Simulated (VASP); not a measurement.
# ZrS (Fm-3m) in VASP: further runs, part 2 of 2

VASP 6.6.1. Earlier steps stand in the parts before.

## Step 3: Single point, PBEsol

This run uses another cell than the first one, of 17.23 Å³/atom, 0.953 times its volume.

INCAR reads:

```
SYSTEM = ZrS
PREC = Accurate ; ENCUT = 520
EDIFF = 1E-6 ; ISMEAR = 0
SIGMA = 0.15 ; LREAL = .FALSE.
LASPH = .TRUE. ; NELM = 80
ALGO = Fast ; ISIF = 2
LWAVE = .FALSE. ; LCHARG = .FALSE.
GGA = PS ; NBANDS = 16
```

KPOINTS reads:

```
regular mesh
0
G
  22 22 22
  0 0 0
```

POSCAR reads:

```
ZrS
1.0
    0.0000000000      2.5830753500      2.5830753500
    2.5830753500      0.0000000000      2.5830753500
    2.5830753500      2.5830753500      0.0000000000
Zr S
1 1
Direct
    0.0000000000      0.0000000000      0.0000000000
    0.5000000000      0.5000000000      0.5000000000
```

Potentials or basis: VASP PAW PBE potentials, release 64 (Zr_sv, S).

Command:

```sh
cat potpaw_PBE.64/Zr_sv/POTCAR potpaw_PBE.64/S/POTCAR > POTCAR
mpirun -np 1 vasp_std > vasp.out
```

OUTCAR:

```text
SYSTEM = ZrS
   PREC = Accurate
   ENCUT = 520
   EDIFF = 1E-6
   ISMEAR = 0
   LREAL = .FALSE.
   LASPH = .TRUE.
   NELM = 80
   ISIF = 2
   GGA = PS

 ion  position               nearest neighbor table
   1  0.000  0.000  0.000-   2 2.58   2 2.58   2 2.58   2 2.58   2 2.58   2 2.58
   2  0.500  0.500  0.500-   1 2.58   1 2.58   1 2.58   1 2.58   1 2.58   1 2.58

  LATTYP: Found a face centered cubic cell.
 ALAT       =     5.1661507000

  Lattice vectors:

 A1 = (   0.0000000000,   2.5830753500,   2.5830753500)
 A2 = (   2.5830753500,   0.0000000000,   2.5830753500)
 A3 = (   2.5830753500,   2.5830753500,   0.0000000000)

Analysis of symmetry for initial positions (statically):
=====================================================================
 Subroutine PRICEL returns:
 Original cell was already a primitive cell.

 Routine SETGRP: Setting up the symmetry group for a
 face centered cubic supercell.

 Subroutine GETGRP returns: Found 48 space group operations
 (whereof 48 operations were pure point group operations)
 out of a pool of 48 trial point group operations.

The static configuration has the point symmetry O_h .

Analysis of symmetry for dynamics (positions and initial velocities):
=====================================================================
 Subroutine PRICEL returns:
 Original cell was already a primitive cell.

 Routine SETGRP: Setting up the symmetry group for a
 face centered cubic supercell.

 Subroutine GETGRP returns: Found 48 space group operations
 (whereof 48 operations were pure point group operations)
 out of a pool of 48 trial point group operations.

The dynamic configuration has the point symmetry O_h .

 Subroutine INISYM returns: Found 48 space group operations
 (whereof 48 operations are pure point group operations),
 and found     1 'primitive' translations

----------------------------------------------------------------------------------------

                                     Primitive cell

  volume of cell :      34.4700

  direct lattice vectors                    reciprocal lattice vectors
[... 111 lines left out ...]
   LORBIT       =      0    0 simple, 1 ext, 2 COOP (PROOUT), +10 PAW based schemes
   GGA     = PS    functional components
   LHFCALC =     F    Hartree Fock is set to
   AEXX    =    0.0000 exact exchange contribution
   IVDW    =     0    specifies the selected vdW correction
   LEPSILON=     F    determine dielectric tensor
   LRPA    =     F    only Hartree local field effects (RPA)
 non-spin polarized calculation
 RMM-DIIS sequential band-by-band and
 Gauss-broadening in eV      SIGMA  =   0.15
  energy-cutoff  :      520.00
  volume of cell :       34.47
 maximum number of plane-waves:       950
   NGX = 13   NGY = 13   NGZ = 13

 number of electron      17.9999999 magnetization

 Free energy of the ion-electron system (eV)
  ---------------------------------------------------
  ext. energy  EPLUGINS =         0.00000000
  ---------------------------------------------------
  free energy    TOTEN  =       -16.51838379 eV

  energy without entropy =      -16.50290954  energy(sigma->0) =      -16.51064667

 E-fermi :  11.2059     XC(G=0): -11.6941

 val. band max:       11.2002412987   @ k =  -0.3182   0.2273   0.0909
 cond. band min:      11.2108999969   @ k =  -0.2727   0.1364   0.0000
 fundamental gap:      0.0106586982
 Fermi energy:        11.2058851768

 k-point     1 :       0.0000    0.0000    0.0000
  band No.  band energies     occupation
      1     -38.5674      2.00000
      2     -16.5668      2.00000
      3     -16.5668      2.00000
      4     -16.5668      2.00000
      5      -4.8291      2.00000
      6       7.6902      2.00000
[... 433 lines left out ...]
      3     -16.6098      2.00000
      4     -16.6037      2.00000
      5      -3.1182      2.00000
      6       3.0109      2.00000
[... 8 lines left out ...]
     15      17.4163      0.00000
     16      17.7800      0.00000

 [... further k-points ...]

------------------------ aborting loop because EDIFF is reached ----------------------------------------

  FORCE on cell =-STRESS in cart. coord.  units (eV):
  Direction    XX          YY          ZZ          XY          YZ          ZX
  --------------------------------------------------------------------------------------
  -------------------------------------------------------------------------------------
  Total        0.0472694      0.0472694      0.0472694      0.0000000      0.0000000      0.0000000
  in kB        2.1970982      2.1970982      2.1970982      0.0000000      0.0000000      0.0000000
  external PRESSURE =       2.1970982 kB  Pullay stress =       0.0000000 kB

 VOLUME and BASIS-vectors are now :
 -----------------------------------------------------------------------------
  energy-cutoff  :      520.00
  volume of cell :       34.47
      direct lattice vectors                 reciprocal lattice vectors
     0.000000000  2.583075350  2.583075350    -0.193567718  0.193567718  0.193567718
     2.583075350  0.000000000  2.583075350     0.193567718 -0.193567718  0.193567718
     2.583075350  2.583075350  0.000000000     0.193567718  0.193567718 -0.193567718

 POSITION                                       TOTAL-FORCE (eV/Angst)
 -----------------------------------------------------------------------------------
      0.00000      0.00000      0.00000        -0.000000      0.000000      0.000000
      2.58308      2.58308      2.58308         0.000000     -0.000000     -0.000000
 -----------------------------------------------------------------------------------
    total drift:                                0.000000      0.000000      0.000000

  FREE ENERGIE OF THE ION-ELECTRON SYSTEM (eV)
  ---------------------------------------------------
  free  energy   TOTEN  =       -16.5183837911 eV

  energy  without entropy=      -16.5029095404  energy(sigma->0) =      -16.51064667
```

OSZICAR:

```text
N       E                     dE             d eps       ncg     rms          rms(c)
DAV:   1     0.121191142780E+03    0.12119E+03   -0.96669E+03 10520   0.110E+03
[... 11 lines left out ...]
RMM:  13    -0.165185500143E+02   -0.67995E-05   -0.26755E-04 17560   0.878E-02    0.256E-01
RMM:  14    -0.165185052629E+02    0.44751E-04   -0.83349E-05 16541   0.579E-02    0.198E-01
RMM:  15    -0.165184640582E+02    0.41205E-04   -0.41213E-05 15918   0.448E-02    0.153E-01
RMM:  16    -0.165184119643E+02    0.52094E-04   -0.44068E-05 15255   0.498E-02    0.942E-02
RMM:  17    -0.165183858640E+02    0.26100E-04   -0.50975E-05 15507   0.530E-02    0.422E-02
RMM:  18    -0.165183835934E+02    0.22706E-05   -0.16944E-05 15462   0.297E-02    0.222E-02
RMM:  19    -0.165183837911E+02   -0.19768E-06   -0.33312E-06 10336   0.877E-03
   1 F= -.16518384E+02 E0= -.16510647E+02  d E =-.154743E-01
```

stdout:

```text
POSCAR found type information on POSCAR ZrS
 POSCAR found :  2 types and       2 ions
 scaLAPACK will be used
 -----------------------------------------------------------------------------
|                                                                             |
|                                                                             |
|     You enforced a specific xc type in the INCAR file but a different       |
|     I HOPE YOU KNOW WHAT YOU ARE DOING!                                     |
|                                                                             |
 -----------------------------------------------------------------------------

 LDA part: xc-table for (Slater+PW92), standard interpolation
 POSCAR, INCAR and KPOINTS ok, starting setup
 FFT: planning ... GRIDC
 FFT: planning ... GRID_SOFT
 FFT: planning ... GRID
 WAVECAR not read
 entering main loop
WARNING in EDDRMM: call to ZHEGV failed, returncode =   8  4     16
WARNING in EDDRMM: call to ZHEGV failed, returncode =   6  3     12
WARNING in EDDRMM: call to ZHEGV failed, returncode =   6  3      7
WARNING in EDDRMM: call to ZHEGV failed, returncode =   8  4     10
WARNING in EDDRMM: call to ZHEGV failed, returncode =   8  4     14
WARNING in EDDRMM: call to ZHEGV failed, returncode =   8  4      6
WARNING in EDDRMM: call to ZHEGV failed, returncode =   8  4      8
WARNING in EDDRMM: call to ZHEGV failed, returncode =   8  4     12
WARNING in EDDRMM: call to ZHEGV failed, returncode =   8  4     15
WARNING in EDDRMM: call to ZHEGV failed, returncode =   6  3     14
WARNING in EDDRMM: call to ZHEGV failed, returncode =   6  3      8
```

Wall time 2.4 min (1 thread of Intel Xeon Platinum 8559C (Emerald Rapids), shared host); peak memory 0.29 GiB.

Results:

* Free energy: -16.5184 eV
* Pressure: 0.2 GPa
* Band gap on the k mesh: none (metal or under the smearing width)

Caveat: the PAW data sets were made with another functional, which shifts forces and pressure a little.

## Step 4: Single point, PBEsol (the relaxed cell repeated 4 times)

INCAR reads:

```
  PREC = Accurate
  ENCUT = 520
  EDIFF = 1E-6
  ISMEAR = 0
  SIGMA = 0.15
  LREAL = F
  LASPH = T
  NELM = 80
  ALGO = Fast
  ISIF = 2
  LWAVE = F
  LCHARG = F
  GGA = PS
  NBANDS = 46
```

KPOINTS reads:

```
regular mesh
0
Gamma
  12 12 12
```

POSCAR reads:

```
ZrS
1.0
    5.1661507000      0.0000000000      0.0000000000
    0.0000000000     -5.1661507000      0.0000000000
    0.0000000000      0.0000000000     -5.1661507000
Zr S
4 4
Direct
    0.0000000000      1.0000000000      1.0000000000
    0.5000000000      0.5000000000      1.0000000000
    0.5000000000      1.0000000000      0.5000000000
    0.0000000000      0.5000000000      0.5000000000
    0.5000000000      1.0000000000      1.0000000000
    0.0000000000      0.5000000000      1.0000000000
    0.0000000000      1.0000000000      0.5000000000
    0.5000000000      0.5000000000      0.5000000000
```

Command:

```sh
cat potpaw_PBE.64/Zr_sv/POTCAR potpaw_PBE.64/S/POTCAR > POTCAR
mpirun -np 1 vasp_std > vasp.out
```

Run time: 9.7 min. Hardware: 1 thread of Intel Xeon Platinum 8559C (Emerald Rapids), shared host; peak memory 0.51 GiB.

The run converged. Its results:

```yaml
Free_energy: -66.0766 eV
Pressure: 0.2 GPa
Band_gap_on_the_k_mesh: none (metal or under the smearing width)
```

Levels at points of the mesh, in eV from the Fermi level:
```csv
k point,band 32,band 33,band 34,band 35,band 36,band 37,band 38,band 39,band 40,band 41
"(0.00, 0.00, 0.00)",-3.70,-3.54,-3.54,-3.54,-1.48,-1.48,-1.48,-0.76,-0.76,0.52
"(0.50, 0.00, 0.00)",-4.43,-2.79,-2.79,-0.18,-0.18,0.02,0.02,0.02,0.02,1.35
"(0.50, 0.50, 0.00)",-5.71,0.35,0.35,0.35,0.35,0.77,0.77,0.77,0.77,1.26
"(0.50, 0.50, 0.50)",-6.17,1.57,1.57,1.57,1.57,1.57,1.57,1.61,1.74,1.91
```

Caveat: the PAW data sets were made with another functional, which shifts forces and pressure a little.

## Step 5: Single point, PBEsol

This run uses another cell than the first one, of 17.23 Å³/atom, 0.953 times its volume.

INCAR reads:

```
SYSTEM = ZrS
ALGO = Fast
EDIFF = 1E-6
ENCUT = 520
GGA = PS
ISIF = 2
ISMEAR = 0
LASPH = .True.
LCHARG = .False.
LREAL = .False.
LWAVE = .False.
NBANDS = 16
NELM = 60
PREC = Accurate
SIGMA = 0.15
```

KPOINTS reads:

```
k-points
0
Gamma
  20 20 20
  0 0 0
```

POSCAR reads:

```
ZrS
1.0
    0.0000000000      2.5830753500      2.5830753500
    2.5830753500      0.0000000000      2.5830753500
    2.5830753500      2.5830753500      0.0000000000
Zr S
1 1
Direct
    0.0000000000      0.0000000000      0.0000000000
    0.5000000000      0.5000000000      0.5000000000
```

Command:

```sh
cat potpaw_PBE.64/Zr_sv/POTCAR potpaw_PBE.64/S/POTCAR > POTCAR
mpirun -np 1 vasp_std > vasp.out
```

It took 2.2 min on 1 thread of Intel Xeon Platinum 8559C (Emerald Rapids), shared host; peak memory 0.26 GiB.

Results (log left out):

```yaml
Free_energy: -16.5193 eV
Pressure: 0.2 GPa
Band_gap_on_the_k_mesh: none (metal or under the smearing width)
```

Levels at points of the mesh, in eV from the Fermi level:
| k point | band 5 | band 6 | band 7 | band 8 | band 9 | band 10 | band 11 | band 12 | band 13 | band 14 |
| --- | --- | --- | --- | --- | --- | --- | --- | --- | --- | --- |
| (0.00, 0.00, 0.00) | -16.03 | -3.51 | -3.51 | -3.51 | -1.46 | -1.46 | -1.46 | -0.73 | -0.73 | 2.22 |
| (0.50, 0.00, 0.00) | -14.28 | -8.26 | -6.14 | -6.14 | 1.59 | 1.59 | 1.93 | 1.95 | 5.94 | 5.94 |
| (0.50, 0.50, 0.00) | -15.14 | -6.32 | -4.47 | -4.47 | -3.68 | 0.54 | 2.56 | 2.56 | 3.02 | 3.67 |

Caveat: the PAW data sets were made with another functional, which shifts forces and pressure a little.

## Step 6: Single point, PBEsol

This run uses another cell than the first one, of 17.23 Å³/atom, 0.953 times its volume.

INCAR reads:

```
SYSTEM = ZrS
PREC = Accurate ; ENCUT = 520
EDIFF = 1E-7 ; ISMEAR = 0
SIGMA = 0.1 ; LREAL = .FALSE.
LASPH = .TRUE. ; NELM = 60
ALGO = Normal ; ISIF = 2
LWAVE = .FALSE. ; LCHARG = .TRUE.
GGA = PS ; LELF = .TRUE.
LVHAR = .TRUE. ; NBANDS = 16
```

KPOINTS reads:

```
Automatic mesh
0
G
  14 14 14
  0 0 0
```

POSCAR is that of step 5.

Potentials or basis: VASP PAW PBE potentials, release 64 (Zr_sv, S).

Command:

```sh
cat potpaw_PBE.64/Zr_sv/POTCAR potpaw_PBE.64/S/POTCAR > POTCAR
mpirun -np 1 vasp_std > vasp.out
```

Run time: 31 s. Hardware: 1 thread of Intel Xeon Platinum 8559C (Emerald Rapids), shared host; peak memory 0.19 GiB.

Results (log left out):

```yaml
Free_energy: -16.5125 eV
Pressure: 0.2 GPa
Band_gap_on_the_k_mesh: none (metal or under the smearing width)
```

Levels at points of the mesh, in eV from the Fermi level:
| k point | band 6 | band 7 | band 8 | band 9 | band 10 | band 11 | band 12 | band 13 |
| --- | --- | --- | --- | --- | --- | --- | --- | --- |
| (0.00, 0.00, 0.00) | -3.53 | -3.53 | -3.53 | -1.48 | -1.48 | -1.48 | -0.75 | -0.75 |
| (0.50, 0.00, 0.00) | -8.28 | -6.16 | -6.16 | 1.57 | 1.57 | 1.91 | 1.94 | 5.93 |
| (0.50, 0.50, 0.00) | -6.34 | -4.49 | -4.49 | -3.70 | 0.53 | 2.55 | 2.55 | 3.00 |

Caveat: the PAW data sets were made with another functional, which shifts forces and pressure a little.

## Step 7: Summary

```csv
cell,k mesh,smearing,gap on the mesh (eV),pressure (GPa)
"Fm-3m, 18.09 Å³/atom",6 × 6 × 6,gaussian 0.1 eV,none,-5.9
"Fm-3m, 17.23 Å³/atom",22 × 22 × 22,gaussian 0.15 eV,none,0.2
the relaxed cell repeated 4 times,12 × 12 × 12,gaussian 0.15 eV,none,0.2
"Fm-3m, 17.23 Å³/atom",20 × 20 × 20,gaussian 0.15 eV,none,0.2
"Fm-3m, 17.23 Å³/atom",14 × 14 × 14,gaussian 0.1 eV,none,0.2
```

Alike in all rows: task single point; level PBEsol; potentials or basis VASP PAW PBE potentials, release 64 (Zr_sv, S); no spin polarisation; cutoff (eV) 520.

Every run on the cell as given and a fine mesh finds a metal.

Caveats: the PAW data sets were made with another functional, which shifts forces and pressure a little.

Absolute energies hang on the potentials; compare differences alone.
